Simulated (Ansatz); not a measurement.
**KCl: strain and displacement**

```xyz
2
Lattice="0.0000 3.1561 3.1561 3.1561 0.0000 3.1561 3.1561 3.1561 0.0000" Properties=species:S:1:pos:R:3 pbc="T T T"
K     0.0000    0.0000    0.0000
Cl    3.1561    3.1561    3.1561
```

Atom numbers follow the list: K1, Cl2.

The cell is a measured one (Crystallography Open Database entry 9003114); the temperature and pressure of the measurement aren't taken into account, and nothing was relaxed.

Level of theory: Ansatz 0.2.0, DFT, PBE, all-electron LAPW, scalar-relativistic.

Settings: a Γ-centred 7×7×7 k mesh, Fermi–Dirac smearing of 0.03 eV, basis error target 0.5 meV/atom, no spin polarisation.

The unchanged cell is at 0.58 GPa.

Semilocal functionals give too small gaps.

x, y and z are the Cartesian axes of the cell as listed; fractional coordinates follow a strain, and an engineering shear is twice the off-diagonal strain component.

Problem. One change gave: energy change under 1 meV/atom; stress change (xx, yy, zz, yz, xz, xy) 0.00, 0.00, 0.00, 0.00, 0.00, -0.13 GPa, compression positive; gap on the k mesh 5.16 → 5.14 eV. Which change was it?
A. z strained by -3 % at fixed volume
B. atom 2 (Cl) moved by (0.0462, 0.0462, 0.0462) Å
C. xy engineering shear strain of +2 %

Solution. C. For z strained by -3 % at fixed volume: energy change +5 meV/atom; stress change (xx, yy, zz, yz, xz, xy) -0.49, -0.49, 1.32, 0.00, 0.00, 0.00 GPa, compression positive; gap on the k mesh 5.16 → 5.13 eV. For atom 2 (Cl) moved by (0.0462, 0.0462, 0.0462) Å: energy change +2 meV/atom; stress change (xx, yy, zz, yz, xz, xy) 0.04, 0.04, 0.04, -0.01, -0.01, -0.01 GPa, compression positive; change of the force on Cl2 (-0.059, -0.059, -0.059) eV/Å; gap on the k mesh 5.16 → 5.16 eV.

Problem. What force constant does this one finite step give for Cl2 along its displacement (all its periodic images move with it)?

Solution. k = −ΔF·u/|u|² = 1.27 eV/Å², so the force pulls the atom back.
